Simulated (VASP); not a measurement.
# CO2 (Fm-3m) in VASP: further runs

Runs on CO2. Level: PBE. Tasks: single point, relaxation of cell and atoms.

Program: VASP 6.6.1. These are calculated values, not measurements. Logs are shortened: lines on timing, memory, paths and dates and some standing lists are left out, and cuts for length are marked.

## 1. The crystal as given

It takes space group Fm-3m (No. 225, cubic). The conventional cell has a = 4.502 Å, b = 4.502 Å, c = 4.502 Å, α = 90.00°, β = 90.00°, γ = 90.00°. C (site symmetry m-3m) is surrounded by 8 O at 1.95 Å. O (site symmetry -43m) is surrounded by 4 C at 1.95 Å.

The cell was built by a generator and needn't be a form met in nature.

## 2. Single point, PBE

INCAR reads:

```
SYSTEM = CO2
ALGO = Normal
EDIFF = 1E-7
ENCUT = 520
GGA = PE
ISIF = 2
ISMEAR = -1
LASPH = .TRUE.
LCHARG = .FALSE.
LREAL = .FALSE.
LWAVE = .FALSE.
NBANDS = 15
NELM = 60
PREC = Accurate
SIGMA = 0.1
```

KPOINTS reads:

```
k-points
0
G
  7 7 7
  0 0 0
```

POSCAR reads:

```
CO2
1.0
    0.0000000000      2.2511189084      2.2511189084
    2.2511189084      0.0000000000      2.2511189084
    2.2511189084      2.2511189084      0.0000000000
C O
1 2
Direct
    0.0000000000      0.0000000000      0.0000000000
    0.2500000000      0.2500000000      0.2500000000
    0.7500000000      0.7500000000      0.7500000000
```

Potentials or basis: VASP PAW PBE potentials, release 64 (C, O).

Launch:

```sh
$ cat potpaw_PBE.64/C/POTCAR potpaw_PBE.64/O/POTCAR > POTCAR
$ mpirun -np 1 vasp_std > vasp.out
```

OUTCAR:

```text
SYSTEM = CO2
   EDIFF = 1E-7
   ENCUT = 520
   GGA = PE
   ISIF = 2
   ISMEAR = -1
   LASPH = .TRUE.
   LREAL = .FALSE.
   NELM = 60
   PREC = Accurate

 ion  position               nearest neighbor table
   1  0.000  0.000  0.000-   3 1.95   3 1.95   3 1.95   2 1.95   2 1.95   2 1.95   3 1.95   2 1.95

   2  0.250  0.250  0.250-   1 1.95   1 1.95   1 1.95   1 1.95
   3  0.750  0.750  0.750-   1 1.95   1 1.95   1 1.95   1 1.95

  LATTYP: Found a face centered cubic cell.
 ALAT       =     4.5022378168

  Lattice vectors:

 A1 = (   0.0000000000,   2.2511189084,   2.2511189084)
 A2 = (   2.2511189084,   0.0000000000,   2.2511189084)
 A3 = (   2.2511189084,   2.2511189084,   0.0000000000)

Analysis of symmetry for initial positions (statically):
=====================================================================
 Subroutine PRICEL returns:
 Original cell was already a primitive cell.

 Routine SETGRP: Setting up the symmetry group for a
 face centered cubic supercell.

 Subroutine GETGRP returns: Found 48 space group operations
 (whereof 48 operations were pure point group operations)
 out of a pool of 48 trial point group operations.

The static configuration has the point symmetry O_h .

Analysis of symmetry for dynamics (positions and initial velocities):
=====================================================================
 Subroutine PRICEL returns:
 Original cell was already a primitive cell.

 Routine SETGRP: Setting up the symmetry group for a
 face centered cubic supercell.

 Subroutine GETGRP returns: Found 48 space group operations
 (whereof 48 operations were pure point group operations)
 out of a pool of 48 trial point group operations.

The dynamic configuration has the point symmetry O_h .

 Subroutine INISYM returns: Found 48 space group operations
 (whereof 48 operations are pure point group operations),
 and found     1 'primitive' translations

----------------------------------------------------------------------------------------

                                     Primitive cell

  volume of cell :      22.8153

  direct lattice vectors                    reciprocal lattice vectors
     0.000000000  2.251118908  2.251118908    -0.222111768  0.222111768  0.222111768
     2.251118908  0.000000000  2.251118908     0.222111768 -0.222111768  0.222111768
     2.251118908  2.251118908  0.000000000     0.222111768  0.222111768 -0.222111768

  length of vectors
     3.183562891  3.183562891  3.183562891     0.384708867  0.384708867  0.384708867

  position of ions in fractional coordinates (direct lattice)
     0.000000000  0.000000000  0.000000000
     0.250000000  0.250000000  0.250000000
     0.750000000  0.750000000  0.750000000

  ion indices of the primitive-cell ions
   primitive index   ion index
                 1           1
                 2           2
                 3           3

----------------------------------------------------------------------------------------

 KPOINTS: k-points

Automatic generation of k-mesh.
 Grid dimensions read from file:
 generate k-points for:    7    7    7

 Generating k-lattice:

  Cartesian coordinates                     Fractional coordinates (reciprocal lattice)
    -0.031730253  0.031730253  0.031730253     0.142857143  0.000000000  0.000000000
     0.031730253 -0.031730253  0.031730253     0.000000000  0.142857143  0.000000000
     0.031730253  0.031730253 -0.031730253     0.000000000  0.000000000  0.142857143

  Length of vectors
     0.054958410  0.054958410  0.054958410

  Shift w.r.t. Gamma in fractional coordinates (k-lattice)
     0.000000000  0.000000000  0.000000000

 Subroutine IBZKPT returns following result:
 ===========================================

 Found     20 irreducible k-points:

 Following reciprocal coordinates:
            Coordinates               Weight
  0.000000  0.000000  0.000000      1.000000
  0.142857  0.000000  0.000000      8.000000
  0.285714  0.000000  0.000000      8.000000
  0.428571  0.000000  0.000000      8.000000
  0.142857  0.142857  0.000000      6.000000
  0.285714  0.142857  0.000000     24.000000
[... 12 lines left out ...]
 -0.428571  0.428571  0.142857     24.000000
 -0.285714  0.428571  0.142857     24.000000
   k-points           NKPTS =     20   k-points in BZ     NKDIM =     20   number of bands    NBANDS=     15
   number of dos      NEDOS =    301   number of ions     NIONS =      3
   total plane-waves  NPLWV =  13824
   dimension x,y,z NGX =    24 NGY =   24 NGZ =   24
   dimension x,y,z NGXF=    48 NGYF=   48 NGZF=   48
   ions per type =               1   2
   NGX,Y,Z   is equivalent  to a cutoff of  12.53, 12.53, 12.53 a.u.
   NGXF,Y,Z  is equivalent  to a cutoff of  25.07, 25.07, 25.07 a.u.
 SYSTEM =  CO2
   PREC   = accura    normal or accurate (medium, high low for compatibility)
   ISTART =      0    job   : 0-new  1-cont  2-samecut
   ICHARG =      2    charge: 1-file 2-atom 10-const
   ISPIN  =      1    spin polarized calculation?
   LNONCOLLINEAR =      F non collinear calculations
   LSORBIT =      F    spin-orbit coupling
   LASPH  =      T    aspherical Exc in radial PAW
   ENCUT  =  520.0 eV  38.22 Ry    6.18 a.u.   5.92  5.92  5.92*2*pi/ulx,y,z
   NELM   =     60;   NELMIN=  2; NELMDL= -5     # of ELM steps
   EDIFF  = 0.1E-06   stopping-criterion for ELM
   LREAL  =      F    real-space projection
   EDIFFG = 0.1E-05   stopping-criterion for IOM
   NSW    =      0    number of steps for IOM
   IBRION =     -1    ionic relax: 0-MD 1-quasi-New 2-CG
   NFREE  =      0    steps in history (QN), initial steepest desc. (CG)
   ISIF   =      2    stress and relaxation
   ISYM   =      2    0-nonsym 1-usesym 2-fastsym
   POTIM  = 0.5000    time-step for ionic-motion
   TEBEG  =    0.0;   TEEND  =   0.0 temperature during run
   PSTRESS=    0.0 pullay stress
   NELECT =      16.0000    total number of electrons
   NUPDOWN=      -1.0000    fix difference up-down
   EMIN   =  10.00;   EMAX   =-10.00  energy-range for DOS
   EFERMI =   0.00;   METHOD = LEGACY
   ISMEAR =    -1;   SIGMA  =   0.10  broadening in eV -4-tet -1-fermi 0-gaus
   EFERMI_NEDOS =   21; number of points for ismear=-14 and -15
   IALGO  =     38    algorithm
   IMIX   =      4    mixing-type and parameters
     AMIX     =   0.40;   BMIX     =  1.00
     AMIX_MAG =   1.60;   BMIX_MAG =  1.00
  volume/ion in A,a.u.               =       7.61        51.32
  Fermi-wavevector in a.u.,A,eV,Ry     =   1.454475  2.748560 28.783108  2.115499
  Thomas-Fermi vector in A             =   2.571622
   LORBIT       =      0    0 simple, 1 ext, 2 COOP (PROOUT), +10 PAW based schemes
   GGA     = PE    functional components
   LHFCALC =     F    Hartree Fock is set to
   AEXX    =    0.0000 exact exchange contribution
   IVDW    =     0    specifies the selected vdW correction
   LEPSILON=     F    determine dielectric tensor
   LRPA    =     F    only Hartree local field effects (RPA)
 non-spin polarized calculation
  energy-cutoff  :      520.00
  volume of cell :       22.82
 maximum number of plane-waves:       623
   NGX = 11   NGY = 11   NGZ = 11

 number of electron      16.0000008 magnetization

 Free energy of the ion-electron system (eV)
  ---------------------------------------------------
  ext. energy  EPLUGINS =         0.00000000
  ---------------------------------------------------
  free energy    TOTEN  =       -12.26921935 eV

  energy without entropy =      -12.19541906  energy(sigma->0) =      -12.23231920

 E-fermi :   4.6106     XC(G=0): -12.0234

 val. band max:        4.5821828877   @ k =  -0.4286   0.2857   0.0000
 cond. band min:       4.6433346765   @ k =  -0.1429   0.1429   0.0000
 fundamental gap:      0.0611517889
 Fermi energy:         4.6105563978

 k-point     1 :       0.0000    0.0000    0.0000
  band No.  band energies     occupation
      1     -17.3938      2.00000
      2     -10.8222      2.00000
      3       0.2729      2.00000
      4       0.4460      2.00000
      5       0.4460      2.00000
      6       0.4460      2.00000
      7       1.9472      2.00000
      8       1.9472      2.00000
      9       1.9472      2.00000
     10       7.2607      0.00000
     11       7.2607      0.00000
     12       7.2607      0.00000
     13      19.2519      0.00000
     14      23.2267      0.00000
     15      23.2267      0.00000

 k-point     2 :       0.1429    0.0000    0.0000
  band No.  band energies     occupation
      1     -17.1077      2.00000
      2     -11.1299      2.00000
      3      -1.5595      2.00000
      4       0.1924      2.00000
      5       0.1924      2.00000
      6       0.3931      2.00000
      7       1.9982      2.00000
      8       1.9982      2.00000
      9       3.8653      1.99884
     10       7.4620      0.00000
     11       7.5312      0.00000
     12       7.5312      0.00000
     13      19.4654      0.00000
     14      23.4073      0.00000
     15      23.4073      0.00000

 k-point     3 :       0.2857    0.0000    0.0000
  band No.  band energies     occupation
      1     -16.2771      2.00000
      2     -12.0565      2.00000
      3      -3.3899      2.00000
      4      -0.1993      2.00000
      5      -0.1993      2.00000
      6       0.3345      2.00000
      7       1.8907      2.00000
      8       1.8907      2.00000
      9       5.4541      0.00043
     10       8.2480      0.00000
     11       8.2480      0.00000
     12       8.4884      0.00000
     13      19.4324      0.00000
     14      23.7828      0.00000
     15      23.7828      0.00000
[... 271 lines left out ...]
 k-point    19 :      -0.4286    0.4286    0.1429
  band No.  band energies     occupation
      1     -14.4931      2.00000
      2     -12.8767      2.00000
      3      -7.0581      2.00000
      4      -3.1586      2.00000
      5      -1.6012      2.00000
      6       2.3809      2.00000
      7       4.4636      1.62599
      8       4.5371      1.35166
      9       4.8023      0.25632
     10       8.3126      0.00000
     11       9.5188      0.00000
     12       9.7594      0.00000
     13      17.6668      0.00000
     14      26.6243      0.00000
     15      27.7840      0.00000

 k-point    20 :      -0.2857    0.4286    0.1429
  band No.  band energies     occupation
      1     -13.8244      2.00000
      2     -13.6260      2.00000
      3      -7.1212      2.00000
      4      -3.2832      2.00000
      5      -0.5933      2.00000
      6       1.0603      2.00000
      7       4.3789      1.82056
      8       4.9004      0.10443
      9       4.9684      0.05431
     10       9.1571      0.00000
     11       9.2422      0.00000
     12       9.3937      0.00000
     13      17.6040      0.00000
     14      26.0303      0.00000
     15      27.4776      0.00000

------------------------ aborting loop because EDIFF is reached ----------------------------------------

  FORCE on cell =-STRESS in cart. coord.  units (eV):
  Direction    XX          YY          ZZ          XY          YZ          ZX
  --------------------------------------------------------------------------------------
  -------------------------------------------------------------------------------------
  Total       -0.0224065     -0.0224065     -0.0224065      0.0000000     -0.0000000      0.0000000
  in kB       -1.5734759     -1.5734759     -1.5734759      0.0000000     -0.0000000      0.0000000
  external PRESSURE =      -1.5734759 kB  Pullay stress =       0.0000000 kB

 VOLUME and BASIS-vectors are now :
 -----------------------------------------------------------------------------
  energy-cutoff  :      520.00
  volume of cell :       22.82
      direct lattice vectors                 reciprocal lattice vectors
     0.000000000  2.251118908  2.251118908    -0.222111768  0.222111768  0.222111768
     2.251118908  0.000000000  2.251118908     0.222111768 -0.222111768  0.222111768
     2.251118908  2.251118908  0.000000000     0.222111768  0.222111768 -0.222111768

 POSITION                                       TOTAL-FORCE (eV/Angst)
 -----------------------------------------------------------------------------------
      0.00000      0.00000      0.00000        -0.000000     -0.000000      0.000000
      1.12556      1.12556      1.12556        -0.000000     -0.000000      0.000000
      3.37668      3.37668      3.37668         0.000000      0.000000     -0.000000
 -----------------------------------------------------------------------------------
    total drift:                                0.000000      0.000000      0.000000

  FREE ENERGIE OF THE ION-ELECTRON SYSTEM (eV)
  ---------------------------------------------------
  free  energy   TOTEN  =       -12.2692193465 eV

  energy  without entropy=      -12.1954190566  energy(sigma->0) =      -12.23231920
```

Wall time 5.5 s (1 thread of Intel Xeon Platinum 8259CL at 2.50GHz (Skylake/Cascade Lake), shared host); peak memory 0.13 GiB.

What came out:

- Free energy: -12.2692 eV
- Pressure: -0.2 GPa
- Band gap on the k mesh: none (metal or under the smearing width)

(Part 1 of 2 ends here.)
